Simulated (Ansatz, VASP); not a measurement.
# CaS (Oldhamite): VASP beside Ansatz

```xyz
2
Lattice="0.0000 2.8239 2.8239 2.8239 0.0000 2.8239 2.8239 2.8239 0.0000" Properties=species:S:1:pos:R:3 pbc="T T T"
Ca    0.0000    0.0000    0.0000
S     2.8239    2.8239    2.8239
```

Change from the starting cell: volume scaled by 0.98.

Alike in both runs: task single point; functional PBEsol; k mesh 8 × 8 × 8; occupations fermi-dirac, width 0.05 eV; no spin polarisation.

|  | VASP | Ansatz |
| --- | --- | --- |
| version | VASP 6.6.1 | Ansatz 0.2.0 |
| potentials or method | VASP PAW PBE potentials, release 64 (Ca_sv, S) | Ansatz PAW |
| plane-wave cutoff (eV) | 520 | 420 |
| valence electrons in the cell | 16 | 16 |

|  | VASP | Ansatz | Ansatz less VASP |
| --- | --- | --- | --- |
| gap on the k mesh at the Fermi level (eV) | 2.17 | 2.18 | +0.006 |
| least direct gap on the mesh (eV) | 3.01 | 3.02 | +0.005 |
| pressure (GPa) | -0.3 | -0.5 | -0.19 |

Caveats: the PAW data sets were made with another functional, which shifts forces and pressure a little (VASP); the PAW data sets come from PBE, with cores solved anew for the run's functional, which leaves a small shift of forces and pressure (Ansatz). A k mesh can miss the band edges.
